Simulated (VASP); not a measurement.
# Hf (P6_3/mmc) in VASP: settings compared, part 2 of 2

VASP 6.6.1.

## (3) Relaxation of cell and atoms, LDA

The input, INCAR:

```
PREC = Accurate
ENCUT = 600
EDIFF = 1E-7
ISMEAR = 0
SIGMA = 0.1
LREAL = F
LASPH = T
NELM = 80
ALGO = Normal
ISIF = 3
LWAVE = F
LCHARG = F
GGA = CA
IBRION = 2
NSW = 90
EDIFFG = -0.005
```

The input, KPOINTS:

```
Automatic mesh
0
Gamma
  15 15 8
```

The input, POSCAR:

```
Hf
1.0
    3.1923846300      0.0000000000      0.0000000000
   -1.5961923200      2.7646861900      0.0000000000
    0.0000000000      0.0000000000      5.0450416400
Hf
2
Direct
    0.3333333300      0.6666666700      0.2500000000
    0.6666666700      0.3333333300      0.7500000000
```

Potentials or basis: VASP PAW LDA potentials, release 64 (Hf_pv).

Started as:

```sh
$ cat potpaw_LDA.64/Hf_pv/POTCAR > POTCAR
$ mpirun -np 1 vasp_std > vasp.out
```

OUTCAR:

```text
PREC = Accurate
   ENCUT = 600
   EDIFF = 1E-7
   ISMEAR = 0
   LREAL = F
   LASPH = T
   NELM = 80
   ISIF = 3
   GGA = CA
   IBRION = 2
   NSW = 90
   EDIFFG = -0.005

 ion  position               nearest neighbor table
   1  0.333  0.667  0.250-   2 3.12   2 3.12   2 3.12   2 3.12   2 3.12   2 3.12
   2  0.667  0.333  0.750-   1 3.12   1 3.12   1 3.12   1 3.12   1 3.12   1 3.12

  LATTYP: Found a hexagonal cell.
 ALAT       =     3.1923846300
 C/A-ratio  =     1.5803364020

  Lattice vectors:

 A1 = (   3.1923846300,   0.0000000000,   0.0000000000)
 A2 = (  -1.5961923200,   2.7646861900,   0.0000000000)
 A3 = (   0.0000000000,   0.0000000000,   5.0450416400)

Analysis of symmetry for initial positions (statically):
=====================================================================
 Subroutine PRICEL returns:
 Original cell was already a primitive cell.

 Routine SETGRP: Setting up the symmetry group for a
 hexagonal supercell.

 Subroutine GETGRP returns: Found 24 space group operations
 (whereof 12 operations were pure point group operations)
 out of a pool of 24 trial point group operations.

The static configuration has the point symmetry D_3d.
 The point group associated with its full space group is D_6h.

Analysis of symmetry for dynamics (positions and initial velocities):
=====================================================================
 Subroutine PRICEL returns:
 Original cell was already a primitive cell.

 Routine SETGRP: Setting up the symmetry group for a
 hexagonal supercell.

 Subroutine GETGRP returns: Found 24 space group operations
 (whereof 12 operations were pure point group operations)
 out of a pool of 24 trial point group operations.

The dynamic configuration has the point symmetry D_3d.
 The point group associated with its full space group is D_6h.

 Subroutine INISYM returns: Found 24 space group operations
 (whereof 12 operations are pure point group operations),
[... 141 lines left out ...]
  ---------------------------------------------------
  ext. energy  EPLUGINS =         0.00000000
  ---------------------------------------------------
  free energy    TOTEN  =       -21.32787878 eV

  energy without entropy =      -21.31994758  energy(sigma->0) =      -21.32391318

------------------------ aborting loop because EDIFF is reached ----------------------------------------

  FORCE on cell =-STRESS in cart. coord.  units (eV):
  Direction    XX          YY          ZZ          XY          YZ          ZX
  --------------------------------------------------------------------------------------
  -------------------------------------------------------------------------------------
  Total       -1.9605826     -1.9605826     -2.0321126      0.0000000      0.0000000     -0.0000000
  in kB      -70.5455984    -70.5455985    -73.1193866      0.0000001      0.0000000     -0.0000000
  external PRESSURE =     -71.4035278 kB  Pullay stress =       0.0000000 kB
[... 239 lines left out ...]
--------------------------------------- Ionic step        8  -------------------------------------------

 number of electron      20.0000000 magnetization

 Free energy of the ion-electron system (eV)
  ---------------------------------------------------
  ext. energy  EPLUGINS =         0.00000000
  ---------------------------------------------------
  free energy    TOTEN  =       -21.39413379 eV

  energy without entropy =      -21.38640921  energy(sigma->0) =      -21.39027150

 E-fermi :   5.3139     XC(G=0): -11.7959

 val. band max:        5.3102644031   @ k =   0.0000   0.0000   0.3750
 cond. band min:       5.3391097868   @ k =   0.0667   0.0000   0.2500
 fundamental gap:      0.0288453837
 Fermi energy:         5.3139007703

 k-point     1 :       0.0000    0.0000    0.0000
  band No.  band energies     occupation
      1     -25.6153      2.00000
      2     -24.6588      2.00000
      3     -24.6588      2.00000
      4     -24.4971      2.00000
      5     -24.4958      2.00000
      6     -24.4958      2.00000
      7      -2.2487      2.00000
      8       1.3709      2.00000
      9       6.3730      0.00000
     10       6.4211      0.00000
     11       6.4211      0.00000
     12       6.7268      0.00000
     13       7.3145      0.00000
     14       7.3145      0.00000
[... 377 lines left out ...]
      1     -25.3242      2.00000
      2     -25.1379      2.00000
      3     -25.0669      2.00000
      4     -25.0173      2.00000
      5     -24.8423      2.00000
      6     -24.7776      2.00000
      7       2.7022      2.00000
      8       2.8823      2.00000
      9       3.1790      2.00000
     10       4.2007      2.00000
     11       5.6286      0.00001
     12       5.9982      0.00000
     13       7.2652      0.00000
     14      10.6806      0.00000

 [... further k-points ...]

------------------------ aborting loop because EDIFF is reached ----------------------------------------

  FORCE on cell =-STRESS in cart. coord.  units (eV):
  Direction    XX          YY          ZZ          XY          YZ          ZX
  --------------------------------------------------------------------------------------
  -------------------------------------------------------------------------------------
  Total       -0.0041760     -0.0041760      0.0008147      0.0000000      0.0000000      0.0000000
  in kB       -0.1604690     -0.1604690      0.0313072      0.0000000      0.0000000      0.0000000
  external PRESSURE =      -0.0965436 kB  Pullay stress =       0.0000000 kB
[... 17 lines left out ...]
  FREE ENERGIE OF THE ION-ELECTRON SYSTEM (eV)
  ---------------------------------------------------
  free  energy   TOTEN  =       -21.3941337920 eV

  energy  without entropy=      -21.3864092129  energy(sigma->0) =      -21.39027150

 reached required accuracy - stopping structural energy minimisation
```

OSZICAR:

```text
N       E                     dE             d eps       ncg     rms          rms(c)
DAV:   1     0.500853379559E+02    0.50085E+02   -0.12738E+04  3780   0.152E+03
DAV:   2    -0.199927294688E+02   -0.70078E+02   -0.68999E+02  4686   0.286E+02
DAV:   3    -0.220899931495E+02   -0.20973E+01   -0.20562E+01  5118   0.316E+01
[... 65 lines left out ...]
DAV:   2    -0.213941495874E+02    0.45289E-04   -0.69448E-05  4818   0.667E-02    0.275E-02
DAV:   3    -0.213941368315E+02    0.12756E-04   -0.13976E-05  4776   0.268E-02    0.219E-02
DAV:   4    -0.213941338990E+02    0.29325E-05   -0.55830E-06  5032   0.172E-02    0.120E-02
DAV:   5    -0.213941337921E+02    0.10681E-06   -0.44997E-07  4678   0.504E-03    0.192E-03
DAV:   6    -0.213941337920E+02    0.15393E-09   -0.10823E-08  2148   0.854E-04
   8 F= -.21394134E+02 E0= -.21390272E+02  d E =-.134684E-04
```

Run time: 4.3 min. Hardware: 1 thread of Intel Xeon 6975P-C (Granite Rapids), shared host; peak memory 0.24 GiB.

What came out:

* Free energy: -21.3941 eV
* Relaxed volume: 20.85 Å³/atom
* Relaxed cell: a = 3.122 Å, b = 3.122 Å, c = 4.939 Å, α = 90.00°, β = 90.00°, γ = 120.00°
* Space group after relaxing (to 0.05 Å): P6_3/mmc (No. 194)
* Energy gained by relaxing: 33.1 meV/atom
* Ionic steps: 8
* Pressure after relaxing: 0.0 GPa
* Band gap on the k mesh: none (metal or under the smearing width)

Step by step:
| step | energy change (eV) | largest force (eV/Å) | pressure (GPa) | volume (Å³) |
| --- | --- | --- | --- | --- |
| 1 | 0.0000 | 0.0000 | -7.14 | 44.53 |
| 2 | 0.0433 | 0.0000 | 11.38 | 38.43 |
| 3 | -0.0662 | 0.0000 | -0.17 | 41.75 |
| 4 | -0.0662 | 0.0000 | 0.00 | 41.70 |
| 5 | -0.0662 | 0.0000 | 0.16 | 41.64 |
| 6 | -0.0662 | 0.0000 | -0.18 | 41.75 |
| 7 | -0.0662 | 0.0000 | -0.05 | 41.71 |
| 8 | -0.0663 | 0.0000 | -0.01 | 41.69 |

Final structure:
```
Hf
1.0
     3.12224    0.00000    0.00000
    -1.56112    2.70394    0.00000
     0.00000    0.00000    4.93878
Hf
2
Direct
  0.33333 0.66667 0.25000
  0.66667 0.33333 0.75000
```

Levels at points of the mesh, in eV from the Fermi level:
```csv
k point,band 8,band 9,band 10,band 11,band 12,band 13
"(0.00, 0.00, 0.00)",-3.94,1.06,1.11,1.11,1.41,2.00
"(0.00, 0.00, 0.50)",-5.45,0.10,0.10,0.98,0.98,0.98
```

## (4) Relaxation of cell and atoms, PBE

INCAR: that of step 3 with these lines changed.

```diff
@@ -12,3 +12,3 @@
 LCHARG = F
-GGA = CA
+GGA = PE
 IBRION = 2
```

KPOINTS is that of step 3.

POSCAR is that of step 3.

Potentials or basis: VASP PAW PBE potentials, release 64 (Hf_pv).

Started as:

```sh
$ cat potpaw_PBE.64/Hf_pv/POTCAR > POTCAR
$ mpirun -np 1 vasp_std > vasp.out
```

Run time: 93 s. Hardware: 1 thread of Intel Xeon 6975P-C (Granite Rapids), shared host; peak memory 0.25 GiB.

Results (log left out):

| Item | Value |
| --- | --- |
| Free energy | -19.8545 eV |
| Relaxed volume | 22.45 Å³/atom |
| Relaxed cell | a = 3.201 Å, b = 3.201 Å, c = 5.059 Å, α = 90.00°, β = 90.00°, γ = 120.00° |
| Space group after relaxing (to 0.05 Å) | P6_3/mmc (No. 194) |
| Energy gained by relaxing | 0.5 meV/atom |
| Ionic steps | 3 |
| Pressure after relaxing | 0.0 GPa |
| Band gap on the k mesh | none (metal or under the smearing width) |

The path:
```
step  energy change (eV)  largest force (eV/Å)  pressure (GPa)  volume (Å³)
   1              0.0000                0.0000            0.90        44.53
   2              0.0005                0.0000           -1.06        45.34
   3             -0.0010                0.0000            0.00        44.89
```

Final structure:
```
Hf
1.0
     3.20114    0.00000    0.00000
    -1.60057    2.77227    0.00000
     0.00000    0.00000    5.05863
Hf
2
Direct
  0.33333 0.66667 0.25000
  0.66667 0.33333 0.75000
```

Levels at points of the mesh, in eV from the Fermi level:
```tsv
k point	band 7	band 8	band 9	band 10	band 11	band 12	band 13	band 14
(0.00, 0.00, 0.00)	-7.38	-3.70	0.63	1.17	1.17	1.46	1.99	1.99
(0.00, 0.00, 0.50)	-5.40	-5.40	0.14	0.14	1.06	1.06	1.06	1.06
```

## (5) Relaxation of cell and atoms, PBE+D3(BJ)

INCAR: that of step 4 with these lines changed.

```diff
@@ -13,2 +13,3 @@
 GGA = PE
+IVDW = 12
 IBRION = 2
```

KPOINTS is that of step 4.

POSCAR is that of step 4.

Started as:

```sh
$ cat potpaw_PBE.64/Hf_pv/POTCAR > POTCAR
$ mpirun -np 1 vasp_std > vasp.out
```

It took 93 s on 1 thread of Intel Xeon 6975P-C (Granite Rapids), shared host; peak memory 0.26 GiB.

It converged, with:

```
Free energy                            : -20.7665 eV
Relaxed volume                         : 21.76 Å³/atom
Relaxed cell                           : a = 3.168 Å, b = 3.168 Å, c = 5.007 Å, α = 90.00°, β = 90.00°, γ = 120.00°
Space group after relaxing (to 0.05 Å) : P6_3/mmc (No. 194)
Energy gained by relaxing              : 4.0 meV/atom
Ionic steps                            : 3
Pressure after relaxing                : 0.0 GPa
Band gap on the k mesh                 : none (metal or under the smearing width)
Dispersion energy per atom             : -0.463 eV
```

The path:
```
step  energy change (eV)  largest force (eV/Å)  pressure (GPa)  volume (Å³)
   1              0.0000                0.0000           -2.49        44.53
   2              0.0040                0.0000            3.29        42.34
   3             -0.0079                0.0000           -0.01        43.53
```

Final structure:
```
CELL_PARAMETERS angstrom
3.16840 0.00000 0.00000
-1.58420 2.74392 0.00000
0.00000 0.00000 5.00678
ATOMIC_POSITIONS crystal
Hf 0.33333 0.66667 0.25000
Hf 0.66667 0.33333 0.75000
```

Levels at points of the mesh, in eV from the Fermi level:
```csv
k point,band 6,band 7,band 8,band 9,band 10,band 11,band 12,band 13,band 14
"(0.00, 0.00, 0.00)",-30.11,-7.48,-3.80,0.74,1.18,1.18,1.48,2.03,2.03
"(0.00, 0.00, 0.50)",-30.18,-5.45,-5.45,0.14,0.14,1.06,1.06,1.06,1.06
```

Caveat: pairwise dispersion overbinds metals, which lowers pressure and volume. The run has no spin-orbit coupling, so splittings on Hf are missing.

## (6) Summary

```csv
level,potentials or basis,gap on the mesh (eV),pressure (GPa),relaxed volume (Å³/atom)
PBEsol,"VASP PAW PBE potentials, release 64 (Hf_pv)",none,0.0,21.54
LDA,"VASP PAW LDA potentials, release 64 (Hf_pv)",none,0.0,20.85
PBE,"VASP PAW PBE potentials, release 64 (Hf_pv)",none,0.0,22.45
PBE+D3(BJ),"VASP PAW PBE potentials, release 64 (Hf_pv)",none,0.0,21.76
```

Alike in all rows: task relaxation of cell and atoms; no spin polarisation; cell relaxed; k mesh 15 × 15 × 8; cutoff (eV) 600; smearing gaussian 0.1 eV.

Caveats: the PAW data sets were made with another functional, which shifts forces and pressure a little (some runs); pairwise dispersion overbinds metals, which lowers pressure and volume (some runs).

Absolute energies hang on the potentials; compare differences alone.
